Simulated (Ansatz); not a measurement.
# Na: the cost of one run

Program: Ansatz 0.2.0. Level of theory: DFT PBE, scalar-relativistic, plane waves, PAW. These are calculated values, not measurements.

This is Na in the hcp structure; at room conditions it is bcc.

## 1. The system as given

It takes space group P6_3/mmc (No. 194, hexagonal). Conventional cell: a = 3.767 Å, b = 3.767 Å, c = 6.154 Å, α = 90.00°, β = 90.00°, γ = 120.00°. Na (site symmetry -6m2) has 12 Na at 3.77 Å as nearest neighbours.

Structure file:

```xyz
2
Lattice="3.7670 0.0000 0.0000 -1.8835 3.2623 0.0000 0.0000 0.0000 6.1540" Properties=species:S:1:pos:R:3 pbc="T T T"
Na    0.0000    2.1749    1.5385
Na    1.8835    1.0874    4.6155
```

Source of the structure: the Crystallography Open Database.

(A quick probe on a coarse mesh, which set the mesh and smearing, is not shown.)

## 3. The relaxation

Input file input.yaml:

```yaml
crystal:
  lattice:
    - [3.767, 0.0, 0.0]
    - [-1.8835, 3.2623176961, 0.0]
    - [0.0, 0.0, 6.154]
  atoms:
    - { symbol: Na, position: [0.3333333333, 0.6666666667, 0.25] }
    - { symbol: Na, position: [0.6666666667, 0.3333333333, 0.75] }
basis:
  ecutwfc: 420
kpoints:
  mp_grid: { grid: [15, 15, 8] }
hamiltonian:
  xc: pbe
scf:
  occupations: { method: gaussian, width: 0.1 }
output:
  forces: true
  stress: true
  eigenvalues: true
  write_density: true
  write_potential: true
  elf: true
  volumetric_format: npy
relax:
  adjacent_minimum: "off"
  f_tol: 0.005
  max_steps: 80
  cell: { stress_tol: 0.05 }
```

Started as:

```bash
$ ansatz run input.yaml --threads 1 --pin off --max-ram 2560MiB --backend cpu --events-out ev --progress --plain --runs-dir out
```

What time and memory should one allow on 1 thread of Arm Neoverse N1, shared host?

About 49 s, with a peak of 0.41 GiB.
